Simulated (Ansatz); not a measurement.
**Si on a Mo site in Si2Mo**

Aim: make a Si on a Mo site in a supercell of 27 atoms of Si2Mo, relax it, and find its formation energy, moment and surroundings.

Program: Ansatz 0.2.0. Level of theory: DFT PBE, scalar-relativistic, plane waves, PAW. These are calculated values, not measurements.

1 further run of the same task is left out (set aside as unsound or not needed).

**1. Starting point**

It takes space group I4/mmm (No. 139, tetragonal). Conventional cell: a = 3.217 Å, b = 3.217 Å, c = 7.873 Å, α = 90.00°, β = 90.00°, γ = 90.00°. Around Si (site symmetry 4mm) lie 5 Si at 2.60 to 2.64 Å and 5 Mo at 2.62 to 2.64 Å. Around Mo (site symmetry 4/mmm) lie 10 Si at 2.62 to 2.64 Å.

Structure file:

```
Si Mo
1.0
    -1.60842    1.60842    3.93651
     1.60842   -1.60842    3.93651
     1.60842    1.60842   -3.93651
Si Mo
2 1
Cartesian
  0.0000 0.0000 2.6382
  0.0000 0.0000 5.2348
  0.0000 0.0000 0.0000
```

This cell was relaxed beforehand with the same method: volume 13.58 Å³/atom, gap on the mesh none (metal).

The perfect supercell (rows -1 -1 0; 1 1 3; -2 1 0 in vectors of this cell) comes from an earlier run at this level (27 atoms, E(σ→0) -56062.1367 eV, gap none (metal)).

**2. Making the defect**

The atom at (0.000, 0.333, 0.667) of the supercell is replaced. The other atoms start on their ideal sites. Its neighbours are 8 Si at 2.62 Å, 2 Si at 2.64 Å.

**3. Relaxation at the host's cell**

input.yaml reads:

```yaml
crystal:
  lattice:
    - [0.0, 0.0, -7.8730199992]
    - [4.8252710553, 4.8252710553, -3.9365099996]
    - [4.8252710553, -4.8252710553, -3.9365099996]
  atoms:
    - { symbol: Si, position: [0.3315675277, 0.0, 0.6666666667] }
    - { symbol: Si, position: [0.9982341944, 0.0, 0.3333333333] }
    - { symbol: Si, position: [0.3315675277, 0.3333333333, 0.3333333333] }
    - { symbol: Si, position: [0.6649008611, 0.3333333333, 0.6666666667] }
    - { symbol: Si, position: [0.9982341944, 0.6666666667, 0.6666666667] }
    - { symbol: Si, position: [0.6649008611, 0.0, 1.0] }
    - { symbol: Si, position: [0.9982341944, 0.3333333333, 1.0] }
    - { symbol: Si, position: [0.3315675277, 0.6666666667, 1.0] }
    - { symbol: Si, position: [0.6649008611, 0.6666666667, 0.3333333333] }
    - { symbol: Si, position: [0.0017658056, 0.0, 0.6666666667] }
    - { symbol: Si, position: [0.6684324723, 0.0, 0.3333333333] }
    - { symbol: Si, position: [0.0017658056, 0.3333333333, 0.3333333333] }
    - { symbol: Si, position: [0.3350991389, 0.3333333333, 0.6666666667] }
    - { symbol: Si, position: [0.6684324723, 0.6666666667, 0.6666666667] }
    - { symbol: Si, position: [0.3350991389, 0.0, 1.0] }
    - { symbol: Si, position: [0.6684324723, 0.3333333333, 1.0] }
    - { symbol: Si, position: [0.0017658056, 0.6666666667, 1.0] }
    - { symbol: Si, position: [0.3350991389, 0.6666666667, 0.3333333333] }
    - { symbol: Si, position: [0.0, 0.3333333333, 0.6666666667] }
    - { symbol: Mo, position: [0.6666666667, 0.3333333333, 0.3333333333] }
    - { symbol: Mo, position: [0.0, 0.6666666667, 0.3333333333] }
    - { symbol: Mo, position: [0.3333333333, 0.6666666667, 0.6666666667] }
    - { symbol: Mo, position: [0.6666666667, 0.0, 0.6666666667] }
    - { symbol: Mo, position: [0.3333333333, 0.3333333333, 1.0] }
    - { symbol: Mo, position: [0.6666666667, 0.6666666667, 1.0] }
    - { symbol: Mo, position: [1.0, 0.0, 1.0] }
    - { symbol: Mo, position: [0.3333333333, 0.0, 0.3333333333] }
basis:
  ecutwfc: 420
  xc_grid: 2
kpoints:
  mp_grid: { grid: [4, 4, 4], shift: [0.0, 0.0, 0.0] }
hamiltonian:
  xc: pbe
scf:
  occupations: { method: gaussian, width: 0.1 }
output:
  forces: true
  stress: false
  eigenvalues: true
  write_density: true
  write_potential: true
  elf: true
  volumetric_format: npy
relax:
  adjacent_minimum: "off"
  f_tol: 0.025
  max_steps: 45
```

Command:

```sh
> ansatz run input.yaml --threads 4 --pin off --max-ram 10240MiB --backend cpu --events-out ev --progress --plain --runs-dir out
```

The log of the run, cut to the lines that bear on the results:

```text
Warning: RAYON_NUM_THREADS=4 ignored (pool sized by the plan → 4); use --threads N
[...]
Pseudopotentials: kind: paw
Pseudopotential: Si, paw, valence charge 4, recommended cutoff 420 eV (normal), Si.paw.azcp
Pseudopotential: Mo, paw, valence charge 14, recommended cutoff 420 eV (normal), Mo.paw.azcp
Functional definition: PBE
[...]
Crystal: 27 atoms, lattice volume = 366.619 Å³
Basis set: ecut = 420 eV, 7193 PW (Γ), exchange–correlation on 108×108×108 points (8 copies of the dense FFT grid, shifted against one another)
Bands: 121, of which v1, the nominal top of the filled ones, is band 94 counted from 1 (93 counted from 0)
Symmetry: 16 space group operations
Space group: I4/mmm (ITA 139), of the structure as read, at distance tolerance 7.2e-5 Å
k-points: 13 of 64
[...]
SCF iter   1: F=—  HF=-51736.750322 eV  |F-HF|=—  |Δ(HF+E_count)|=         —  Δρ=4.44e-3  dr2=8.63e-2  ethr=1.77e-3  ⟨swp⟩=7.5  Hψ=6870  notcnv=0  defer=4
[...]
relax step   1: F+E_penalty+E_count = -51736.73427639 eV  Δ(F+E_penalty+E_count) = +0.000e0 eV  max|allowed force component| = 3.703e-1 eV/Å  Δτ_max = 0.0000 Å  (6 SCF iters, dr2 threshold 1.56e-5 eV, accepted)
[...]
relax step   3: F+E_penalty+E_count = -51736.86365970 eV  Δ(F+E_penalty+E_count) = -1.315e-2 eV  max|allowed force component| = 4.267e-2 eV/Å  Δτ_max = 0.0123 Å  (6 SCF iters, dr2 threshold 3.47e-6 eV, accepted)
[...]
relax step   4: F+E_penalty+E_count = -51736.86445415 eV  Δ(F+E_penalty+E_count) = -7.945e-4 eV  max|allowed force component| = 1.051e-2 eV/Å  Δτ_max = 0.0030 Å  (6 SCF iters, accepted)
SCF converged after 6 iterations
Free energy (F): -51736.864454 eV
[...]
E sigma→0 (E₀):  -51736.847984 eV
Entropy (-TS):   -0.032941 eV (-1.220 meV/atom)
Fermi energy:    15.472092 eV
[...]
--- Forces (eV/Å), atoms counted from 1 ---
  atom   1  Si    -0.00020765    -0.00020765     0.00368514
  atom   2  Si     0.00700481     0.00000000    -0.00594118
  atom   3  Si    -0.00020765     0.00020765     0.00368514
  atom   4  Si     0.00000000     0.00000000    -0.01043072
  atom   5  Si     0.00020765     0.00020765     0.00368514
  atom   6  Si    -0.00000000     0.00700481    -0.00594118
  atom   7  Si     0.00020765    -0.00020765     0.00368514
  atom   8  Si    -0.00700481    -0.00000000    -0.00594118
[...]
```

**4. The output, continued: Si on a Mo site (a), charge +0, atoms relaxed at the host's cell**

The log, continued:

```text
  atom  11  Si     0.00700481     0.00000000     0.00594118
  atom  12  Si    -0.00020765     0.00020765    -0.00368514
  atom  13  Si     0.00000000     0.00000000     0.01043072
  atom  14  Si     0.00020765     0.00020765    -0.00368514
  atom  15  Si    -0.00000000     0.00700481     0.00594118
  atom  16  Si     0.00020765    -0.00020765    -0.00368514
  atom  17  Si    -0.00700481    -0.00000000     0.00594118
  atom  18  Si    -0.00000000    -0.00700481     0.00594118
  atom  19  Si    -0.00000000    -0.00000000    -0.00000000
  atom  20  Mo     0.00316402    -0.00316402     0.00000000
  atom  21  Mo    -0.00000000    -0.01051406     0.00000000
  atom  22  Mo    -0.00316402    -0.00316402     0.00000000
  atom  23  Mo     0.00316402     0.00316402     0.00000000
  atom  24  Mo    -0.00316402     0.00316402     0.00000000
  atom  25  Mo    -0.01051406     0.00000000     0.00000000
  atom  26  Mo     0.00000000     0.01051406     0.00000000
  atom  27  Mo     0.01051406     0.00000000    -0.00000000
  max |Σ_I F_I| component: 2.78e-17 eV/Å
--- Band table (eV; the first three rows and the last of 13) ---
  k-point 0: bands = ["-45.5094", "-45.4998", "-45.4998", "-45.4907", "-45.4568", "-45.4559", "-45.4467", "-45.4467", "-19.7620", "-19.7399", "-19.7333", "-19.7333", "-19.7239", "-19.7239", "-19.7160", "-19.6996", "-19.6976", "-19.6930", "-19.6897", "-19.6850", "-19.6850", "-19.6634", "-19.6120", "-19.6001", "-19.5888", "-19.5888", "-19.5678", "-19.5678", "-19.5527", "-19.5527", "-19.5499", "-19.5370", "1.6967", "4.2913", "4.7450", "4.7654", "4.7654", "4.7775", "4.8933", "4.8933", "4.9238", "6.1785", "6.3585", "6.3585", "6.6515", "7.3850", "8.5966", "8.5966", "8.8695", "9.0631", "9.2086", "9.3411", "9.4047", "9.4047", "9.4242", "9.4452", "9.4452", "9.8246", "9.8513", "10.0191", "10.1822", "10.1822", "11.3482", "11.8023", "11.8023", "12.2737", "12.3788", "12.5099", "12.5537", "12.6926", "12.6926", "12.7582", "12.7582", "12.8769", "12.8855", "12.8855", "13.0298", "13.0717", "13.0717", "13.0996", "13.0996", "13.1112", "13.1534", "13.2676", "13.2929", "13.8495", "13.8933", "13.8933", "14.1290", "14.2745", "14.4181", "14.8696", "14.9164", "16.2389", "16.2389", "16.2466", "16.3926", "16.3926", "16.9692", "17.0312", "17.1634", "17.1634", "17.1648", "17.7720", "17.8752", "17.8752", "17.9659", "18.1322", "18.1739", "18.1739", "18.3857", "18.4316", "18.4834", "18.5145", "18.5885", "18.5885", "18.5902", "18.5961", "18.5961", "18.6288", "18.7102"]
  k-point 1: bands = ["-45.5088", "-45.5000", "-45.4999", "-45.4914", "-45.4565", "-45.4561", "-45.4470", "-45.4463", "-19.7898", "-19.7748", "-19.7650", "-19.7616", "-19.6978", "-19.6947", "-19.6947", "-19.6854", "-19.6815", "-19.6806", "-19.6717", "-19.6672", "-19.6653", "-19.6539", "-19.6109", "-19.6001", "-19.5894", "-19.5886", "-19.5743", "-19.5722", "-19.5693", "-19.5632", "-19.5594", "-19.5518", "1.8990", "3.4634", "4.3551", "4.4779", "4.6783", "4.9567", "5.5846", "5.6344", "5.6408", "5.8989", "6.0666", "6.2954", "6.3357", "7.5084", "7.9673", "8.1054", "8.6578", "8.9420", "9.0782", "9.3226", "9.4197", "9.4347", "9.5722", "9.9009", "9.9034", "9.9136", "10.1783", "10.2053", "11.1417", "11.2819", "11.4984", "11.5033", "11.7425", "12.0133", "12.0215", "12.2788", "12.3738", "12.4053", "12.4483", "12.5445", "12.5588", "12.6173", "12.6922", "12.7460", "12.9031", "12.9853", "13.0408", "13.0535", "13.2906", "13.3937", "13.4118", "13.4570", "13.5125", "13.6130", "13.9179", "14.0211", "14.0534", "14.2095", "14.6782", "14.6971", "14.7325", "15.6258", "15.8657", "15.9127", "16.0629", "16.0667", "16.8000", "16.8141", "17.0628", "17.2186", "17.3919", "17.4985", "17.6171", "17.7451", "17.7916", "17.9327", "17.9929", "18.0575", "18.0852", "18.2763", "18.3516", "18.5601", "18.5743", "18.6443", "18.6479", "18.6601", "18.6849", "18.8688", "18.9044"]
  k-point 2: bands = ["-45.5080", "-45.5002", "-45.5000", "-45.4921", "-45.4563", "-45.4561", "-45.4472", "-45.4459", "-19.8042", "-19.7889", "-19.7798", "-19.7779", "-19.6963", "-19.6958", "-19.6944", "-19.6858", "-19.6778", "-19.6681", "-19.6259", "-19.6252", "-19.6248", "-19.6140", "-19.6097", "-19.6025", "-19.6009", "-19.6000", "-19.5926", "-19.5922", "-19.5902", "-19.5885", "-19.5655", "-19.5622", "2.3617", "2.6738", "4.2036", "4.3355", "4.9338", "5.4004", "5.4376", "5.6027", "5.8671", "5.9908", "6.3339", "6.4229", "6.6507", "6.6686", "6.9753", "8.2277", "8.7095", "8.7765", "9.2138", "9.2617", "9.4617", "9.6791", "9.7909", "9.8946", "10.5033", "10.6671", "10.6907", "10.8442", "11.0074", "11.1537", "11.2712", "11.2873", "11.3077", "11.7594", "11.9084", "12.0385", "12.2525", "12.2734", "12.4015", "12.5768", "12.6083", "12.6330", "12.6431", "12.7164", "12.7634", "13.0620", "13.0816", "13.3745", "13.4419", "13.4776", "13.6380", "13.7088", "13.7295", "13.7616", "13.7888", "13.8494", "13.9042", "13.9501", "13.9804", "14.5359", "14.8078", "15.0749", "15.5943", "15.6946", "15.7418", "15.9840", "16.4914", "16.9176", "17.0048", "17.1284", "17.3317", "17.3678", "17.4926", "17.5911", "17.5967", "17.6004", "17.8951", "17.8974", "17.9923", "18.0118", "18.0578", "18.3105", "18.3764", "18.6064", "18.6563", "18.7078", "18.7864", "19.0079", "19.0771"]
  k-point 12: bands = ["-45.5080", "-45.5001", "-45.5001", "-45.4921", "-45.4562", "-45.4562", "-45.4472", "-45.4459", "-19.8043", "-19.7890", "-19.7789", "-19.7789", "-19.6955", "-19.6955", "-19.6952", "-19.6815", "-19.6815", "-19.6686", "-19.6254", "-19.6254", "-19.6252", "-19.6141", "-19.6049", "-19.6049", "-19.6021", "-19.6013", "-19.5923", "-19.5923", "-19.5901", "-19.5885", "-19.5654", "-19.5622", "2.7267", "3.2416", "3.2636", "3.2636", "5.4818", "5.7240", "5.7240", "5.8287", "5.9121", "6.1343", "6.2168", "6.2168", "6.4321", "7.4757", "7.4812", "7.5438", "7.5438", "8.9164", "9.0853", "9.0853", "9.5958", "9.9433", "10.1253", "10.1794", "10.1794", "10.8017", "10.8017", "10.9330", "10.9814", "10.9814", "11.1691", "11.5221", "11.6793", "11.6966", "12.2563", "12.2563", "12.4666", "12.5314", "12.5314", "12.6253", "12.6757", "12.6757", "12.6835", "12.7768", "12.8981", "12.8981", "12.9600", "13.1189", "13.1189", "13.2368", "13.3002", "13.3649", "13.3649", "13.3664", "13.9205", "13.9625", "13.9625", "13.9853", "14.0070", "14.5130", "15.0667", "15.0667", "15.2823", "15.4723", "16.3051", "16.3051", "16.3551", "16.4486", "16.6128", "16.6128", "16.6725", "16.8247", "17.1069", "17.4170", "17.4170", "17.4317", "17.4911", "17.5372", "18.0326", "18.0326", "18.3742", "18.5412", "18.5412", "18.6175", "18.9771", "19.0864", "19.0864", "19.1381", "19.1772"]
--- Relaxed structure (4 steps of the walk, 4 accepted, 0 SCFs on fresh bases) ---
  F+E_penalty+E_count = -51736.86445415 eV   max|allowed force component| = 1.051e-2 eV/Å
  atoms:
    - { symbol: Si, position: [0.3361821533081207, -0.007320635643850715, 0.6666666666666667] }
    - { symbol: Si, position: [0.9992692925541526, 0.00023058402325237815, 0.33356391735658575] }
    - { symbol: Si, position: [0.3361821533081205, 0.33333333333333337, 0.3260126976894827] }
    - { symbol: Si, position: [0.6658967374216722, 0.3333333333333333, 0.6666666666666667] }
    - { symbol: Si, position: [0.9955281843309367, 0.6739873023105173, 0.6666666666666666] }
    - { symbol: Si, position: [0.6661665432440718, 0.00023058402325248917, 0.9997694159767475] }
    - { symbol: Si, position: [0.9955281843309367, 0.3333333333333333, 1.0073206356438507] }
    - { symbol: Si, position: [0.3330637939339909, 0.6664360826434144, 0.9997694159767478] }
    - { symbol: Si, position: [0.666166543244072, 0.6664360826434143, 0.33356391735658575] }
    - { symbol: Si, position: [0.004471815669063295, -0.007320635643850715, 0.6666666666666667] }
    - { symbol: Si, position: [0.6669362060660089, 0.00023058402325237815, 0.33356391735658575] }
    - { symbol: Si, position: [0.004471815669063239, 0.33333333333333337, 0.3260126976894827] }
    - { symbol: Si, position: [0.3341032625783281, 0.3333333333333333, 0.6666666666666667] }
    - { symbol: Si, position: [0.6638178466918796, 0.6739873023105173, 0.6666666666666666] }
    - { symbol: Si, position: [0.333833456755928, 0.00023058402325248917, 0.9997694159767475] }
    - { symbol: Si, position: [0.6638178466918796, 0.3333333333333333, 1.0073206356438507] }
    - { symbol: Si, position: [0.000730707445846912, 0.6664360826434144, 0.9997694159767478] }
    - { symbol: Si, position: [0.333833456755928, 0.6664360826434143, 0.33356391735658575] }
    - { symbol: Si, position: [0.0, 0.3333333333333333, 0.6666666666666667] }
    - { symbol: Mo, position: [0.6661013487051914, 0.33333333333333337, 0.33446396925628386] }
    - { symbol: Mo, position: [0.0, 0.6686441806166388, 0.3313558193833612] }
    - { symbol: Mo, position: [0.33389865129480856, 0.6655360307437161, 0.6666666666666667] }
    - { symbol: Mo, position: [0.6661013487051914, 0.0011306359229504293, 0.6666666666666667] }
    - { symbol: Mo, position: [0.33389865129480856, 0.3333333333333333, 0.9988693640770496] }
    - { symbol: Mo, position: [0.6646891527166947, 0.6686441806166386, 1.001977513949972] }
    - { symbol: Mo, position: [1.0, -0.001977513949972143, 1.001977513949972] }
    - { symbol: Mo, position: [0.3353108472833054, -0.0019775139499720873, 0.3313558193833613] }
```

It took 2.5 min on 4 threads of AMD EPYC (Zen 3), shared host; peak memory 1.5 GiB.

The steps of the relaxation:

```csv
step,energy from step 1 (eV/cell),largest force component (eV/Å)
1,0.0000,0.3703
2,-0.1162,0.2355
3,-0.1294,0.0427
4,-0.1302,0.0105
```

Step 1 is the start.

The largest move, 0.05 Å, is shared by several atoms, Si7 among them.

For the maps the cell is shifted so that the defect's site lies at its middle.

Density in a lattice plane of the grid's cell (edges 7.87 and 7.88 Å, at 0.508 of the third edge), which holds Si and Mo.

Ten even steps from '0' (0.06 e/Å³) to '9' (6.55 e/Å³):
```
000000000000000001111000
000000000000000001575200
000000000000000001599820
000000000000000000289961
000000000000000000026752
000000000000000000001111
000000000000000000000000
000000000000000000000000
000000000000000000000000
000000000000000000000000
000000000000000000000000
000000000000000000000000
000000000000000000000000
001100000000000000000000
014531000000000000000000
016996100000000000000000
004999510000000000000000
001478620000000000000000
000013210000000000000000
000000000000000000000000
```
Columns run along the first of these edges and rows up along the second, over one cell in 24 and 20 even steps from the bottom left corner. Atoms in the plane (fractional): Si at (0.84, 0.15), Si at (0.17, 0.49), Si at (0.50, 0.83), Si at (0.50, 0.15), Si at (0.83, 0.49), Si at (0.16, 0.83), Si at (0.50, 0.49), Mo at (0.17, 0.16), Mo at (0.83, 0.82).

ELF in the same plane.

Ten even steps from '0' (0.21) to '9' (0.75):
```
888886336988887522442157
883136656741279514999513
595120555621328812965950
079321254551215950595682
038953565356436982069994
136888775345778886312542
478876556666655678974101
688888546877875478888744
563126977842268788411565
552052798963837989624035
555201498885224888941025
645876687567656865687578
521379997545677765468998
112212578877654467778874
048983048975674357657973
039779306951035445311596
407826812972512655404169
821899940696002665741038
863157731479867864478768
888630013788899841025898
```
Columns run along the first of these edges and rows up along the second, over one cell in 24 and 20 even steps from the bottom left corner. Atoms in the plane (fractional): Si at (0.84, 0.15), Si at (0.17, 0.49), Si at (0.50, 0.83), Si at (0.50, 0.15), Si at (0.83, 0.49), Si at (0.16, 0.83), Si at (0.50, 0.49), Mo at (0.17, 0.16), Mo at (0.83, 0.82).

Both are smooth fields of the valence electrons: close to the nuclei they are not physical.

Maxima of ELF outside the ion cores: 0.78 on the Si–Mo line, 0.9 Å from Si; 0.75 on the Si–Si line, 0.9 Å from Si; 0.73 beside Si, off the lines to its neighbours, 0.9 Å from Si.

**5. Formation energy and levels**

| charge | E(defect cell) - E(host) (eV) | formation energy (eV) | moment over the host's (μB) | largest move (Å) | neighbours |
| --- | --- | --- | --- | --- | --- |
| 0 | 4325.289 | 5.07 | 0.00 | 0.05 | 2 Si at 2.63 Å, 8 Si at 2.67 Å |

Atoms are taken from and returned to the elements' standard states: Mo -4956.024 eV, Si -635.809 eV an atom at this level.

**6. Outcome**

```
                                                  quantity                           value
                                 formation energy, neutral                         5.07 eV
nearest atoms after relaxation, one image of each, neutral  2 Si at 2.63 Å, 8 Si at 2.67 Å
```

**Reading.** The neutral defect costs 5.07 eV against the elements. Spin polarisation was off in the neutral run, so a moment could not show there. With 27 host sites the defect feels its images, so energies are good to tenths of an eV at best. A distortion of lower symmetry was not tried.
